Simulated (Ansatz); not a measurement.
SnS₂, DFT, LDA, all-electron LAPW, scalar-relativistic (Ansatz 0.2.0), run on 1 thread of Intel(R) Xeon(R) Platinum 8488C (Sapphire Rapids) on a shared host.

The structure is an experimental refinement, used without relaxation. The listed cell was then made from it by scaling, straining or moving an atom.

Command: `ansatz run input.yaml --threads 1 --pin off --max-ram 4096MiB --backend cpu --events-out ev --progress --plain --runs-dir out`

```yaml
crystal:
  lattice:
    - [3.62213084, 0.0, 0.0]
    - [-1.8110654199, 3.1368573232, 0.0]
    - [0.0, 0.0, 5.5303851663]
  atoms:
    - { symbol: Sn, position: [0.0, 0.0, 0.0] }
    - { symbol: S, position: [0.6666666667, 0.3333333333, 0.2639] }
    - { symbol: S, position: [0.3333333333, 0.6666666667, 0.7361] }
kpoints:
  mp_grid: { grid: [8, 8, 5] }
  band_path:
    path:
      - [0.0, 0.0, 0.0]
      - [0.5, 0.0, 0.0]
      - [0.3333333333, 0.3333333333, 0.0]
      - [0.0, 0.0, 0.0]
      - [0.0, 0.0, 0.5]
      - [0.5, 0.0, 0.5]
      - [0.3333333333, 0.3333333333, 0.5]
      - [0.0, 0.0, 0.5]
      - [0.5, 0.0, 0.5]
    npoints: 5
scf:
  occupations: { method: fermi_dirac, width: 0.01 }
hamiltonian:
  xc: lda
  pseudopotentials: { kind: all_electron, lapw: { basis_error: 0.001 } }
output:
  forces: true
  stress: true
  eigenvalues: true
```

Problem. How large is the problem that the program sets up?

Solution. 40 irreducible k-points, 535 plane waves at Γ, 30 bands.

Problem. About how long does it take, and how much memory does it use?

Solution. 25 s of wall time for 8 SCF iterations, with a peak of 0.41 GiB. Times on shared machines scatter by tens of per cent.
